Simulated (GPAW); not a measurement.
Write an ASE script for GPAW 26.7.0 that does the following.

```
Task                : band structure
Functional          : PBE
Potentials or basis : GPAW PAW data sets (gpaw-data 1.2.1)
Cutoff              : 600 eV
Basis               : pw
k mesh              : 8 × 8 × 5
Occupations         : fermi-dirac, width 0.05 eV
Spin                : no spin polarisation
Maxiter             : 150
Band path           : GMKGALHA,LM,KH
Band points         : 80
```

Crystal: Y.

```
CELL_PARAMETERS angstrom
3.64740 0.00000 0.00000
-1.82370 3.15874 0.00000
0.00000 0.00000 5.73060
ATOMIC_POSITIONS crystal
Y 0.66667 0.33333 0.75000
Y 0.33333 0.66667 0.25000
```

These files were run (other wordings do the same):

run.py

```python
from ase import Atoms
from ase.dft.bandgap import bandgap
from ase.io import write
from ase.units import Bohr, GPa
from gpaw import GPAW, PW
from gpaw.elf import elf_from_dft_calculation

atoms = Atoms(['Y', 'Y'],
              cell=[[3.6474, 0.0, 0.0],
                    [-1.8237, 3.1587410578, 0.0],
                    [0.0, 0.0, 5.7306]],
              scaled_positions=[[0.6666666667, 0.3333333333, 0.75],
                                [0.3333333333, 0.6666666667, 0.25]],
              pbc=True)

calc = GPAW(mode=PW(600),
            xc='PBE',
            kpts={'size': (8, 8, 5), 'gamma': True},
            occupations={'name': 'fermi-dirac', 'width': 0.05},
            nbands=23,
            convergence={'density': 1e-05, 'energy': 1e-05},
            maxiter=150,
            txt='gpaw.txt')
atoms.calc = calc
energy = atoms.get_potential_energy()
forces = atoms.get_forces()
stress = atoms.get_stress()
calc.write('gs.gpw')
write('result.traj', atoms)
print(f'Energy: {energy:.6f} eV')
print('Forces (eV/A):')
print(forces.round(4))
print('Stress (GPa):', (stress / GPa).round(3))
print('Fermi level:', round(calc.get_fermi_level(), 4), 'eV')
print(f'Gap: {bandgap(calc)[0]:.4f} eV, direct: {bandgap(calc, direct=True)[0]:.4f} eV')

# fields on the real-space grid
write('density.cube', atoms, data=calc.get_pseudo_density() * Bohr**3)
write('potential.cube', atoms, data=calc.get_electrostatic_potential())
write('elf.cube', atoms, data=elf_from_dft_calculation(calc).data)

path = atoms.cell.bandpath('GMKGALHA,LM,KH', npoints=80, eps=1e-4)
bs_calc = calc.fixed_density(kpts=path, symmetry='off', nbands=37,
                             convergence={'bands': 'CBM+6.0', 'eigenstates': 1e-6}, txt='bands.txt')
bs = bs_calc.band_structure()
bs.write('bs.json')
print(f'Gap on the path: {bandgap(bs_calc)[0]:.4f} eV')
```

Potentials or basis: GPAW PAW data sets (gpaw-data 1.2.1), pw.

Run with:

```bash
$ OMP_NUM_THREADS=1 python run.py
```

Results of the run:

| Property | Result |
| --- | --- |
| Pressure | -0.2 GPa |
| Band gap along the path | none (metal or under the smearing width) |

It took 85 s on 1 thread of Arm Neoverse V2, on a shared host, peak memory 0.35 GiB.
